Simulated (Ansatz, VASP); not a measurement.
**TiO2 (Anatase): VASP beside Ansatz**

Contents of INCAR:

```
SYSTEM = TiO2
ALGO = Fast
EDIFF = 1E-6
ENCUT = 520
GGA = PE
ISIF = 2
ISMEAR = 0
LASPH = .TRUE.
LCHARG = .FALSE.
LREAL = .FALSE.
LWAVE = .FALSE.
NBANDS = 33
NELM = 100
PREC = Accurate
SIGMA = 0.02
```

File KPOINTS:

```
k-points
0
G
  10 10 10
  0 0 0
```

The input POSCAR:

```
TiO2
1.0
   -1.8996082689      1.8996082689      4.8485069523
    1.8996082689     -1.8996082689      4.8485069523
    1.8996082689      1.8996082689     -4.8485069523
Ti O
2 4
Direct
    0.0000000000      0.0000000000      0.0000000000
    0.7500000000      0.2500000000      0.5000000000
    0.2064947464      0.2064947464      0.0000000000
    0.9564947464      0.4564947464      0.5000000000
    0.5435052536      0.0435052536      0.5000000000
    0.7935052536      0.7935052536      0.0000000000
```

Input for Ansatz:

```yaml
crystal:
  lattice:
    - [-1.8996082689, 1.8996082689, 4.8485069523]
    - [1.8996082689, -1.8996082689, 4.8485069523]
    - [1.8996082689, 1.8996082689, -4.8485069523]
  atoms:
    - { symbol: Ti, position: [0.0, 0.0, 0.0] }
    - { symbol: Ti, position: [0.75, 0.25, 0.5] }
    - { symbol: O, position: [0.2064947464, 0.2064947464, 0.0] }
    - { symbol: O, position: [0.9564947464, 0.4564947464, 0.5] }
    - { symbol: O, position: [0.5435052536, 0.0435052536, 0.5] }
    - { symbol: O, position: [0.7935052536, 0.7935052536, 0.0] }
basis:
  ecutwfc: 420
kpoints:
  mp_grid: { grid: [10, 10, 10] }
  band_path:
    path:
      - [0.0, 0.0, 0.0]
      - [0.0, 0.0, 0.5]
      - [0.25, 0.25, 0.25]
      - [0.0, 0.5, 0.0]
      - [0.5, 0.5, -0.5]
      - [0.288375325, 0.711624675, -0.288375325]
      - [-0.288375325, 0.288375325, 0.288375325]
      - [-0.0767506499, 0.0767506499, 0.5]
      - [0.5, 0.5, -0.0767506499]
      - [0.0, 0.0, 0.432292]
    npoints: 1
hamiltonian:
  xc: pbe
scf:
  occupations: { method: gaussian, width: 0.02 }
  n_extra_bands: 6
output:
  forces: true
  stress: true
  eigenvalues: true
  write_density: true
  write_potential: true
  elf: true
  volumetric_format: npy
```

Alike in both runs: task single point; functional PBE; k mesh 10 × 10 × 10; occupations gaussian, width 0.02 eV; no spin polarisation.

```csv
,VASP,Ansatz
version,VASP 6.6.1,Ansatz 0.2.0
potentials or method,"VASP PAW PBE potentials, release 64 (Ti_sv, O)","scalar-relativistic, plane waves, PAW"
plane-wave cutoff (eV),520,420
valence electrons in the cell,48,48
```

|  | VASP | Ansatz | Ansatz less VASP |
| --- | --- | --- | --- |
| gap on the k mesh at the Fermi level (eV) | 2.11 | 2.13 | +0.023 |
| least direct gap on the mesh (eV) | 2.41 | 2.43 | +0.022 |
| pressure (GPa) | 0.6 | 0.0 | -0.62 |
| largest component of the traceless stress (GPa) | 0.06 | 0.03 | -0.034 |
| rms of the force components (eV/Å) | 0.009 | 0.000 | -0.0087 |

Atom by atom the forces differ by 0.009 eV/Å (rms over components).

A k mesh can miss the band edges.
